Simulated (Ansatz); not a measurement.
SrTiO3: how the free axis answers a strain

SrTiO3, Pm-3m, a = 3.918 Å. The structure is a Materials Project entry; whether it is the stable form wasn't checked. Ansatz: r2SCAN+U, PAW, 500 eV, Γ-centred 6×6×6 mesh on 5 atoms, Gaussian smearing 0.02 eV; U_eff Ti 4.00 eV; no spin polarisation. Series: biaxial strain in the a-b plane, c and atoms relaxed; x is the strain in per cent. y is the change of c in per cent of 3.918 Å.

| x (%) | y (%) |
| --- | --- |
| -4.5 | 3.16 |
| -3.0 | 2.03 |
| -1.5 | ? |
| 0.0 | 0.00 |
| 1.5 | -0.87 |
| 3.0 | -1.67 |
| 4.5 | -2.39 |

Problem. Fit y = c1 x + c2 x² to the other rows, say what c1 measures, and predict the missing y.

Solution. Least squares on the rows shown. y = −0.6164 x + 0.01920 x². With no stress along c, c1 = −2C12/C11 = -0.616. At x = -1.5 the fit asked for gives 0.97 %. The run gave 0.98 %, so the fit is 0.01 % too low, within twice the rms miss on the fitted rows (0.007 %).

Symmetry holds off the tilts and polar distortions that many cubic perovskites undergo.